**Q:** I squeeze a crystal of MgS in equal steps of volume. Does each step meet the same extra resistance?

**A:** No, the resistance builds up faster the further you go.

Rock-salt MgS at scaled volumes, computed with JDFTx 1.7.0 (patched build) using plane-wave DFT, the RPBE functional and PseudoDojo SR PBE 0.5 standard pseudopotentials, without spin polarisation. The cutoff is 1142.88 eV, the k mesh 9×9×9 and the Fermi-Dirac smearing 0.05 eV. Energies are counted from the minimum of a Birch-Murnaghan fit.

| volume (Å³/atom) | energy (meV/atom) |
| --- | --- |
| 16.55 | 46.33 |
| 16.91 | 29.05 |
| 17.26 | 16.17 |
| 17.61 | 7.28 |
| 17.96 | 2.02 |
| 18.31 | 0.03 |
| 18.67 | 1.03 |

The energy is counted from the minimum of a smooth curve through the seven points. The energy difference between neighbouring rows measures the pressure needed for that step, and the change of this difference measures how fast the pressure grows. That change is 2.99 meV per atom around 18.31 Å³ and 4.40 meV around 16.91 Å³, an increase of 47 %. A parabola in volume would keep it constant.

**Q:** Isn't that just geometry? The Mg–S bonds could be ordinary springs, and volume goes as the cube of their length.

**A:** Geometry does contribute. In a smaller cell, removing the same volume takes a larger shortening of the bonds, so even perfect springs resist more and more. The idea can be tested here because symmetry fixes the atoms in rock salt, and the energy depends on a single bond length.

Let x be that length divided by its value at the minimum. For small changes, the relative change in volume is three times the relative change in length. The usual elastic energy B₀(ΔV)²/(2V₀) then becomes

E = K(x − 1)²/2, with K = 9V₀B₀.

Here V₀ is the equilibrium volume per atom and B₀ the bulk modulus, the resistance to uniform compression.

**Q:** What does that give for the smallest volume?

**A:** The calculation's own fit to all seven points, the smallest volume included, gives V₀ = 18.37 Å³ and B₀ = 69.6 GPa. Since 1 eV/Å³ is 160.2 GPa, K = 9 × 18.37 × 69.6/160.2 = 71.8 eV per atom. The bonds are 3.41 % shorter than at the minimum, so E = 71.8 × 0.0341²/2 eV, or about 42 meV.

The computed energy is 46 meV, so constant springs fall short by a tenth. They also let the pressure growth rise by only 17 % between the two volumes compared above, instead of 47 %. The lattice therefore becomes stiffer against bond shortening itself, beyond what geometry provides.

**Q:** But when I fit a spring to these energies, it runs through the points very well.

**A:** It does if you let its stiffness, its rest length and the energy zero adjust. The typical miss is then only 0.2 meV per atom. But the fitted spring has a bulk modulus of 80 GPa at its minimum, against 70 GPa from the smooth curve. Six of the seven volumes are compressed, and the spring takes on their average stiffness. It hides the stiffening in a wrong value for the uncompressed crystal.

**Q:** Then what makes the lattice stiffen?

**A:** Theory points to the filled electron shells of Mg²⁺ and S²⁻. Opposite charges pull the ions together, and this attraction grows only gently as they approach. When the shells overlap, the Pauli principle forces their electrons into states of higher kinetic energy. The overlap rises steeply with decreasing distance, so each further shortening meets a repulsion that is not only stronger but also stiffer.

A simple version writes the repulsion as a power of the distance:

E = M[1 − 1/x + (x⁻ⁿ − 1)/n].

M is the electrostatic binding energy per atom for charges of ±2, summed over the whole lattice, about 19 eV at the equilibrium distance. The two forces cancel at x = 1, and the stiffness there is M(n − 1). Setting this equal to K gives n = 1 + K/M ≈ 4.8.

**Q:** So the model is told how stiff the crystal is at rest. What does it still have to predict?

**A:** How that stiffness changes under compression. It gives 46.1 meV at the smallest volume, within half a per cent of the computed 46.3 meV, and it reproduces the 47 % rise in pressure growth. The printed output compares the models row by row. A steep repulsion against a gentle attraction is thus enough to account for what the springs leave out.

**Q:** Can I compare these compressions directly with a pressure experiment?

**A:** Only after checking the starting volume. The functional, RPBE, tends to make solids too large, and here its minimum lies 4.3 % above the volume of the given cell. That cell, the row at 17.61 Å³, therefore already counts as compressed. The lattice is also static, without thermal expansion or zero-point motion.

**Q:** Does the good match at least prove that the ions carry two full charges?

**A:** No. If the repulsion falls off exponentially instead, charges of ±2 leave the model 1.0 meV short at the smallest volume. Lowering them to ±1.7, a trial value, brings it back to 46.1 meV, the same as the power law with full charges. A weaker attraction paired with a steeper repulsion gives almost the same curve. How much charge the ions really carry, and how sharply their shells repel, remains open.

The analysis program printed:

```
Energies in meV/atom:
    row  Mg-S in A  computed  parabola in volume  constant spring  ions with power law  ions with exponential  exponential with charge 1.7
  16.55      2.549     46.33               38.91            41.68                46.14                  45.29                        46.14
  16.91      2.566     29.05               25.27             26.7                28.95                  28.53                        28.95
  17.26      2.584     16.17               14.56            15.18                16.13                  15.95                        16.13
  17.61      2.602      7.28               6.787            6.979                7.272                  7.219                        7.273
  17.96      2.619      2.02               1.944            1.973                2.016                  2.009                        2.016
  18.31      2.636      0.03             0.03356          0.03363              0.03372                0.03371                      0.03372
  18.67      2.653      1.03               1.056            1.045                1.029                  1.032                        1.029
Bond shortening at the smallest volume, percent of the equilibrium length: 3.407
Largest second difference of the computed energy, centred at 16.91, meV/atom: 4.4
Smallest second difference of the computed energy, centred at 18.31, meV/atom: 2.99
Ratio of these two, computed: 1.472
Same ratio, constant spring: 1.173
Same ratio, ions with power law: 1.467
Computed less parabola in volume at the smallest volume, meV/atom: 7.415
Computed less constant spring at the smallest volume, meV/atom: 4.655
Computed less ions with power law at the smallest volume, meV/atom: 0.1883
Computed less ions with exponential at the smallest volume, meV/atom: 1.044
Computed less exponential with charge 1.7 at the smallest volume, meV/atom: 0.1917
Part of the excess over the parabola that the constant spring gives, percent: 37.23
Repulsion exponent n of the power law: 4.764
Bulk modulus slope, ions with power law: 3.921
Bulk modulus slope, ions with exponential: 3.411
Bulk modulus slope, exponential with charge 1.7: 3.942
fit of energy on 7 rows: constant -0.1645 +/- 0.14, coefficient of y 38.91 +/- 20, coefficient of y2 41010 +/- 648; rms 0.194, worst 16.91 0.222, leave-one-out rms 0.521
Bulk modulus at the minimum of the freely fitted constant spring, GPa: 79.53
```
